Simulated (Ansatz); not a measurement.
**NiSb (Breithauptite) under changes of volume**

One of the cells (17.103 Å³/atom); the others are scaled copies at fixed shape and fractional positions:

```
Sb Ni
1.0
     3.92800    0.00000    0.00000
    -1.96400    3.40175    0.00000
     0.00000    0.00000    5.12000
Sb Ni
2 2
Direct
  0.66667 0.33333 0.75000
  0.33333 0.66667 0.25000
  0.00000 0.00000 0.50000
  0.00000 0.00000 0.00000
```

```yaml
Program: Ansatz 0.2.0
Functional: PBEsol
Potentials_or_basis: Ansatz PAW
Cutoff: "420 eV (not typed: the program's choice for these potentials)"
k_mesh: 8 × 8 × 5
Occupations: fermi-dirac, width 0.05 eV
Spin: collinear spin, ferromagnetic start
Starting_moments: "[0.0, 0.0, 1.0, 1.0] μB"
```

```tsv
volume (Å³/atom)	energy over the lowest point (meV/atom)	pressure (GPa)
16.077	?	?
16.419	3.96	3.4
16.761	0.00	0.5
17.103	1.87	-2.0
17.446	8.86	-4.3
17.788	20.33	-6.2
18.130	35.74	-8.0
```

**Question.** What does the run at 16.077 Å³/atom give?

**Answer.** Energy over the lowest point 14.52 meV/atom; pressure 6.7 GPa.

Worked out: A Birch-Murnaghan fit of order 3 (a polynomial in V^(-2/3)) to the other rows has its minimum at 16.82 Å³/atom with B0 = V·E''(V) = 131 GPa and B' = 5.3 at fixed shape and positions, which overstates the stiffness. It gives 14.53 meV/atom at 16.077 Å³/atom, against the run's 14.52, and -dE/dV = 6.6 GPa, against 6.7.

Energies are extrapolated to zero smearing.

Caveats: the PAW data sets come from PBE, with cores solved anew for the run's functional, which leaves a small shift of forces and pressure; the starting moments weren't kept.
